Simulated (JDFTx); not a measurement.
Crystal: Mo.

```
Mo
1.0
    -1.58381    1.58381    1.58381
     1.58381   -1.58381    1.58381
     1.58381    1.58381   -1.58381
Mo
1
Direct
  0.00000 0.00000 0.00000
```

* Program: JDFTx 1.7.0 (patched build)
* Task: relaxation of cell and atoms
* Functional: AM05
* Potentials or basis: SG15-PBE-1.2 with smoothed tails
* Cutoff: 1088 eV
* Density cutoff: 4354 eV
* k mesh: 6 × 6 × 6
* Occupations: fermi-dirac, width 0.05 eV
* Spin: no spin polarisation

At the start: pressure -10.6 GPa; volume 15.89 Å³/atom.

**Question.** How do energy, volume and symmetry change on relaxing?

**Answer.** Over 5 steps the energy falls by 21.2 meV/atom and the volume is 15.27 Å³/atom (-3.9 %); space group Im-3m (No. 229, to 0.05 Å).

The path:
```
step  energy change (eV)  largest force (eV/Å)  pressure (GPa)  volume (Å³)
   1              0.0000                0.0000          -10.57        15.89
   2             -0.0050                0.0000           -9.32        15.81
   3             -0.0212                0.0000            0.11        15.26
   4             -0.0212                0.0000            0.01        15.27
   5             -0.0212                0.0000            0.00        15.27
```

Final structure:
```xyz
1
Lattice="-1.5629 1.5629 1.5629 1.5629 -1.5629 1.5629 1.5629 1.5629 -1.5629" Properties=species:S:1:pos:R:3 pbc="T T T"
Mo    0.0000    0.0000    0.0000
```

Caveat: the k mesh is coarse (spacing up to 0.47 Å⁻¹), so the values aren't converged; the potentials were made for another functional, which shifts forces and pressure.
